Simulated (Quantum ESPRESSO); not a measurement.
The system is Bi.

```xyz
2
Lattice="3.4886 -3.1326 0.0000 3.4886 3.1326 0.0000 -1.2602 0.0000 3.1136" Properties=species:S:1:pos:R:3 pbc="T T T"
Bi    4.1738    0.0000    2.6695
Bi    1.5432    0.0000    0.4440
```

This isn't the form of Bi at room conditions, which is rhombohedral.

Base run:

| Quantity | Value |
| --- | --- |
| Program | Quantum ESPRESSO 7.5 |
| Functional | PBEsol |
| Potentials or basis | PseudoDojo 0.4.1 SR PBEsol standard |
| Cutoff | 898 eV |
| Density cutoff | 3592 eV |
| k mesh | 6 × 6 × 9 |
| Occupations | fermi-dirac, width 0.05 eV |
| Spin | no spin polarisation |

Its results: band gap on the k mesh none (metal or under the smearing width); pressure -2.5 GPa; largest force 0.052 eV/Å.

**Question.** The run is repeated on the same cell with these changes: potentials or basis from PseudoDojo 0.4.1 SR PBEsol standard to PseudoDojo 0.4 FR PBEsol standard; spin from no spin polarisation to spin-orbit coupling, no magnetisation. What comes out?

**Answer.** Band gap on the k mesh none (metal or under the smearing width); pressure -1.2 GPa; largest force 0.018 eV/Å.

Caveats: some levels on the path didn't converge (some runs); spin-orbit coupling is left out, which moves the levels of the heavy elements (some runs).
